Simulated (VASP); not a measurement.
# C (Fd-3m) in VASP: notebook, part 3 of 3

VASP 6.6.1. The steps go on from the part before.

### Step 5. Relaxation of cell and atoms, PBEsol

This run uses another cell than the first one, of 5.62 Å³/atom, 0.990 times its volume.

File INCAR:

```
PREC     = Accurate       # precision mode
ENCUT    = 600            # plane-wave cutoff, eV
EDIFF    = 1E-7           # SCF threshold, eV
ISMEAR   = 0              # smearing method
SIGMA    = 0.03           # smearing width, eV
LREAL    = False          # projectors in reciprocal space
LASPH    = True           # aspherical terms in the spheres
NELM     = 80             # most SCF steps
ALGO     = Normal         # electronic algorithm
ISIF     = 3              # what is computed and relaxed
LWAVE    = False          # write WAVECAR
LCHARG   = False          # write CHGCAR
GGA      = PS             # functional
IBRION   = 2              # ionic algorithm
NSW      = 90             # ionic steps
EDIFFG   = -0.005         # ionic threshold
```

File KPOINTS:

```
Automatic mesh
0
Gamma
  14 14 14
```

File POSCAR:

```
C                                       
1.0
    0.0000000000      1.7774542777      1.7774542777
    1.7774542777     -0.0000000000      1.7774542777
    1.7774542777      1.7774542777      0.0000000000
  C             
     2
Direct
     0.0000000000000000    0.0000000000000000    0.0000000000000000
     0.2500000000000000    0.2500000000000000    0.2500000000000000
```

Potentials or basis: VASP PAW PBE potentials, release 64 (C).

On the command line:

```console
> cat potpaw_PBE.64/C/POTCAR > POTCAR
> mpirun -np 1 vasp_std > vasp.out
```

OUTCAR:

```text
PREC = Accurate
   ENCUT = 600
   EDIFF = 1E-7
   ISMEAR = 0
   LREAL = False
   LASPH = True
   NELM = 80
   ISIF = 3
   GGA = PS
   IBRION = 2
   NSW = 90
   EDIFFG = -0.005

 ion  position               nearest neighbor table
   1  0.000  0.000  0.000-   2 1.54   2 1.54   2 1.54   2 1.54
   2  0.250  0.250  0.250-   1 1.54   1 1.54   1 1.54   1 1.54

  LATTYP: Found a face centered cubic cell.
 ALAT       =     3.5549085554

  Lattice vectors:

 A1 = (   0.0000000000,   1.7774542777,   1.7774542777)
 A2 = (   1.7774542777,   0.0000000000,   1.7774542777)
 A3 = (   1.7774542777,   1.7774542777,   0.0000000000)

Analysis of symmetry for initial positions (statically):
=====================================================================
 Subroutine PRICEL returns:
 Original cell was already a primitive cell.

 Routine SETGRP: Setting up the symmetry group for a
 face centered cubic supercell.

 Subroutine GETGRP returns: Found 48 space group operations
 (whereof 24 operations were pure point group operations)
 out of a pool of 48 trial point group operations.

The static configuration has the point symmetry T_d .
 The point group associated with its full space group is O_h .

Analysis of symmetry for dynamics (positions and initial velocities):
=====================================================================
 Subroutine PRICEL returns:
 Original cell was already a primitive cell.

 Routine SETGRP: Setting up the symmetry group for a
 face centered cubic supercell.

 Subroutine GETGRP returns: Found 48 space group operations
 (whereof 24 operations were pure point group operations)
 out of a pool of 48 trial point group operations.

The dynamic configuration has the point symmetry T_d .
 The point group associated with its full space group is O_h .

 Subroutine INISYM returns: Found 48 space group operations
 (whereof 24 operations are pure point group operations),
 and found     1 'primitive' translations

----------------------------------------------------------------------------------------

[... 114 lines left out ...]
  Fermi-wavevector in a.u.,A,eV,Ry     =   1.462053  2.762879 29.083792  2.137598
  Thomas-Fermi vector in A             =   2.578312
   LORBIT       =      0    0 simple, 1 ext, 2 COOP (PROOUT), +10 PAW based schemes
   GGA     = PS    functional components
   LHFCALC =     F    Hartree Fock is set to
   AEXX    =    0.0000 exact exchange contribution
   IVDW    =     0    specifies the selected vdW correction
   LEPSILON=     F    determine dielectric tensor
   LRPA    =     F    only Hartree local field effects (RPA)
 conjugate gradient relaxation of ions
 non-spin polarized calculation
 Gauss-broadening in eV      SIGMA  =   0.03
  energy-cutoff  :      600.00
  volume of cell :       11.23
 maximum number of plane-waves:       388
   NGX =  9   NGY =  9   NGZ =  9

 number of electron       7.9999999 magnetization

 Free energy of the ion-electron system (eV)
  ---------------------------------------------------
  ext. energy  EPLUGINS =         0.00000000
  ---------------------------------------------------
  free energy    TOTEN  =       -19.25432708 eV

  energy without entropy =      -19.25432708  energy(sigma->0) =      -19.25432708

 E-fermi :  10.0480     XC(G=0): -13.4820

 val. band max:        9.8527331571   @ k =   0.0000   0.0000   0.0000
 cond. band min:      13.8815899267   @ k =   0.3571   0.3571   0.0000
 fundamental gap:      4.0288567696
 Fermi energy:        10.0480100680

 k-point     1 :       0.0000    0.0000    0.0000
  band No.  band energies     occupation
      1     -11.8030      2.00000
      2       9.8527      2.00000
      3       9.8527      2.00000
      4       9.8527      2.00000
      5      15.4196      0.00000
      6      15.4196      0.00000
      7      15.4196      0.00000
      8      23.4487      0.00000
[... 243 lines left out ...]
 k-point    24 :       0.2857    0.1429    0.0000
  band No.  band energies     occupation
      1      -9.7312      2.00000
      2       3.7678      2.00000
      3       6.4764      2.00000
      4       7.2369      2.00000
      5      15.7270      0.00000
      6      19.8887      0.00000
      7      19.9586      0.00000
      8      22.2120      0.00000

 [... further k-points ...]
[... 5 lines left out ...]
  --------------------------------------------------------------------------------------
  -------------------------------------------------------------------------------------
  Total        0.0012969      0.0012969      0.0012969      0.0000000      0.0000000      0.0000000
  in kB        0.1850017      0.1850017      0.1850017      0.0000000      0.0000000      0.0000000
  external PRESSURE =       0.1850017 kB  Pullay stress =       0.0000000 kB

 VOLUME and BASIS-vectors are now :
 -----------------------------------------------------------------------------
  energy-cutoff  :      600.00
  volume of cell :       11.23
      direct lattice vectors                 reciprocal lattice vectors
     0.000000000  1.777454278  1.777454278    -0.281301188  0.281301188  0.281301188
     1.777454278  0.000000000  1.777454278     0.281301188 -0.281301188  0.281301188
     1.777454278  1.777454278  0.000000000     0.281301188  0.281301188 -0.281301188

 POSITION                                       TOTAL-FORCE (eV/Angst)
 -----------------------------------------------------------------------------------
      0.00000      0.00000      0.00000        -0.000000     -0.000000     -0.000000
      0.88873      0.88873      0.88873         0.000000      0.000000      0.000000
 -----------------------------------------------------------------------------------
    total drift:                                0.000000      0.000000      0.000000

  FREE ENERGIE OF THE ION-ELECTRON SYSTEM (eV)
  ---------------------------------------------------
  free  energy   TOTEN  =       -19.2543270780 eV

  energy  without entropy=      -19.2543270780  energy(sigma->0) =      -19.25432708

 reached required accuracy - stopping structural energy minimisation
```

Run time: 10 s. Hardware: 1 thread of AMD EPYC 7R43 (Zen 3), shared host; peak memory 0.09 GiB.

What came out:

* Free energy: -19.2543 eV
* Pressure after relaxing: 0.0 GPa
* Band gap on the k mesh: 4.03 eV, indirect (least direct gap 5.57 eV)

Final structure:
```cif
data_structure
_symmetry_space_group_name_H-M 'P 1'
_symmetry_Int_Tables_number 1
_cell_length_a 2.5137
_cell_length_b 2.5137
_cell_length_c 2.5137
_cell_angle_alpha 60.000
_cell_angle_beta 60.000
_cell_angle_gamma 60.000
_cell_volume 11.23
loop_
_atom_site_label
_atom_site_type_symbol
_atom_site_fract_x
_atom_site_fract_y
_atom_site_fract_z
_atom_site_occupancy
C1 C 0.00000 0.00000 0.00000 1
C2 C 0.25000 0.25000 0.25000 1
```

Levels at points of the mesh, in eV from the valence-band top:
| k point | band 1 | band 2 | band 3 | band 4 | band 5 | band 6 | band 7 | band 8 |
| --- | --- | --- | --- | --- | --- | --- | --- | --- |
| (0.00, 0.00, 0.00) | -21.66 | 0.00 | 0.00 | 0.00 | 5.57 | 5.57 | 5.57 | 13.60 |
| (0.50, 0.00, 0.00) | -15.77 | -13.58 | -2.84 | -2.84 | 8.43 | 8.43 | 8.97 | 15.58 |
| (0.50, 0.50, 0.00) | -12.85 | -12.85 | -6.40 | -6.40 | 4.62 | 4.62 | 16.93 | 16.93 |

Caveat: the relaxation stopped at its first step, so nothing moved; the PAW data sets were made with another functional, which shifts forces and pressure a little. A k mesh can miss the band edges.
